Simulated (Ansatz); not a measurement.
# Ionic part of the dielectric constant of CaF2 at 2 GPa, mode by mode

Theory: DFT LDA, scalar-relativistic, plane waves, PAW (Ansatz 0.2.0). Settings: 420 eV plane-wave cutoff, Γ-centred 8×8×8 mesh, fixed occupations. No spin polarisation. Phonons by linear response, acoustic sum rule imposed.

It takes space group Fm-3m (No. 225, cubic). Conventional cell: a = 5.293 Å, b = 5.293 Å, c = 5.293 Å, α = 90.00°, β = 90.00°, γ = 90.00°. Ca (site symmetry m-3m) is surrounded by 8 F at 2.29 Å. Around F (site symmetry -43m) lie 4 Ca at 2.29 Å.

The primitive cell has V = 37.06 Å³ and ε∞,xx = 2.383. Each polar mode adds Δε = (4.92064×10⁷/V)·S/ν² along x, with S its oscillator strength in e²/amu, ν in cm⁻¹ and V in Å³.

Question: From these modes, find each Δε and ε0,xx.
| ν (cm⁻¹) | S_xx (e²/amu) |
| --- | --- |
| 291.1 | 0.2918 |

Answer:
```json
{"ν (cm⁻¹)": "291.1", "Δε": "4.57"}
```

The sum is 4.573, so ε0,xx = 6.96; the run's tensor has 6.96.

Question: Where do the longitudinal modes lie for a wave vector along x?

Answer: At 497 cm⁻¹. The Lyddane–Sachs–Teller product Π(ν_LO/ν_TO)² = 2.92 matches ε0/ε∞ = 2.92.

Cost: 1 run of about 0.21 core-minutes, on Intel Xeon 6975P-C (Granite Rapids) (shared hosts).

The static dielectric response of CaF2 is mainly ionic: a single infrared-active mode, in which the Ca and F sublattices move against each other, contributes 4.57 to a total of 6.96. The fluorite structure's other optical mode, with the two F sublattices moving in opposition, is Raman-active and carries no dipole. The oscillator strength, taken with the atomic masses, implies a Born charge on Ca somewhat above its formal ionic charge. This suggests a modest dynamic charge transfer, probably through mixing of F 2p with empty Ca 3d states, in an otherwise strongly ionic crystal. Such charges, weakly screened by the tightly bound fluoride electrons, produce the wide separation between the transverse mode at 291.1 cm⁻¹ and the longitudinal one at 497 cm⁻¹.

The electronic constant of 2.383 is clearly higher than fluorite's measured refractive index implies, more than modest compression would explain; the likely cause is LDA's overestimate of electronic polarisability. The Lyddane–Sachs–Teller agreement confirms internal consistency, not accuracy against experiment.
